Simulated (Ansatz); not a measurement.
# CaS (Oldhamite): how the settings move a relaxation

Question: which choices in the input matter for CaS (Oldhamite)?

The COD entry's cell or inner coordinates are ideal or old and differ from later refinements, so a difference from it is no clean test against experiment.

Program: Ansatz 0.2.0. Level of theory: reference: DFT, LDA, PAW with Ansatz's default frozen-core files, scalar-relativistic; relaxation of cell and atoms. These are calculated values, not measurements.

### 1 The starting structure

The structure is cubic, space group Fm-3m (No. 225). Conventional cell: a = 5.686 Å, b = 5.686 Å, c = 5.686 Å, α = 90.00°, β = 90.00°, γ = 90.00°. Ca (site symmetry m-3m) has 6 S at 2.84 Å as nearest neighbours. S (site symmetry m-3m) is surrounded by 6 Ca at 2.84 Å.

Coordinates:

```cif
data_structure
_symmetry_space_group_name_H-M 'Fm-3m'
_symmetry_Int_Tables_number 225
_cell_length_a 5.6860
_cell_length_b 5.6860
_cell_length_c 5.6860
_cell_angle_alpha 90.000
_cell_angle_beta 90.000
_cell_angle_gamma 90.000
_cell_volume 183.83
loop_
_atom_site_label
_atom_site_type_symbol
_atom_site_symmetry_multiplicity
_atom_site_Wyckoff_symbol
_atom_site_fract_x
_atom_site_fract_y
_atom_site_fract_z
_atom_site_occupancy
Ca1 Ca 4 a 0.00000 0.00000 0.00000 1
S1 S 4 b 0.50000 0.00000 0.00000 1
```

### 2 Baseline

input.yaml

```yaml
crystal:
  lattice:
    - [0.0, 2.843, 2.843]
    - [2.843, 0.0, 2.843]
    - [2.843, 2.843, 0.0]
  atoms:
    - { symbol: Ca, position: [0.0, 0.0, 0.0] }
    - { symbol: S, position: [0.5, 0.5, 0.5] }
kpoints:
  mp_grid: { grid: [12, 12, 12] }
scf:
  occupations: { method: fermi_dirac, width: 0.08 }
hamiltonian:
  xc: lda
  pseudopotentials: { kind: paw }
relax:
  f_tol: 0.002
  max_steps: 80
  cell: {}
output:
  forces: true
  stress: true
```

The run is started by

```sh
ansatz run input.yaml --threads 1 --pin off --max-ram 3072MiB --backend cpu --events-out ev --progress --plain --runs-dir out
```

### 3 The same system, input altered

input.yaml: that of step 2 with these lines changed.

```diff
@@ -9,5 +9,7 @@
 kpoints:
-  mp_grid: { grid: [12, 12, 12] }
+  mp_grid: { grid: [6, 6, 6] }
 scf:
-  occupations: { method: fermi_dirac, width: 0.08 }
+  occupations: { method: fixed }
+  initial_density: { chi_scale: 0.1 }
+  n_extra_bands: 2
 hamiltonian:
```

(Steps that only read results are left out.)

What does the calculation give? Wanted: for each run, ending; energy change; pressure; gap; force.

The runs gave:

| run | ending | energy change | pressure (GPa) | gap (eV) | force (eV/Å) | cycles | time |
| --- | --- | --- | --- | --- | --- | --- | --- |
| reference | converged | 0 | 0.0 | 1.97 | 0.00 | 27 | 9.9 s |
| 1: mp_grid.grid [6, 6, 6], occupations.method fixed, chi_scale 0.1, n_extra_bands 2 | converged | +0.5 meV/atom (σ→0) | 0.0 | 1.97 | 0.00 | 27 | 3 s |

**Reading.** Changing the k-point mesh, smearing, start and band count leaves the energy as it was (+0.5 meV/atom). Cost: 3 s against 9.9 s.
